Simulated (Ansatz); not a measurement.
W:

```
W
1.0
     0.00000    2.03000    2.03000
     2.03000    0.00000    2.03000
     2.03000    2.03000    0.00000
W
1
Direct
  0.00000 0.00000 0.00000
```

This isn't the form of W at room conditions, which is bcc.

```yaml
Program: Ansatz 0.2.0
Task: relaxation of cell and atoms
Functional: HSE03
Potentials_or_basis: Ansatz PAW
Cutoff: "420 eV (not typed: the program's choice for these potentials)"
k_mesh: 6 × 6 × 6
Occupations: fermi-dirac, width 0.05 eV
Spin: no spin polarisation
```

At the start: volume 16.73 Å³/atom.

Where does the relaxation end?

It ends after 4 steps and the volume is 16.26 Å³/atom (-2.8 %); space group Fm-3m (No. 225, to 0.05 Å).

The path:
```
step  energy change (eV)  largest force (eV/Å)  volume (Å³)
   1              0.0000                0.0000        16.73
   2             -0.0129                0.0000        16.27
   3             -0.0129                0.0000        16.26
   4             -0.0127                0.0000        16.26
```

Final structure:
```
CELL_PARAMETERS angstrom
0.00000 2.01081 2.01081
2.01081 0.00000 2.01081
2.01081 2.01081 0.00000
ATOMIC_POSITIONS crystal
W 0.00000 0.00000 0.00000
```

Caveat: the k mesh is coarse (spacing up to 0.45 Å⁻¹), so the values aren't converged, least of all with exact exchange; the plane-wave basis is chosen anew once the cell has moved, so the energies of steps on either side of that aren't comparable; the PAW data sets come from PBE, with cores solved anew for the run's functional, which leaves a small shift of forces and pressure.
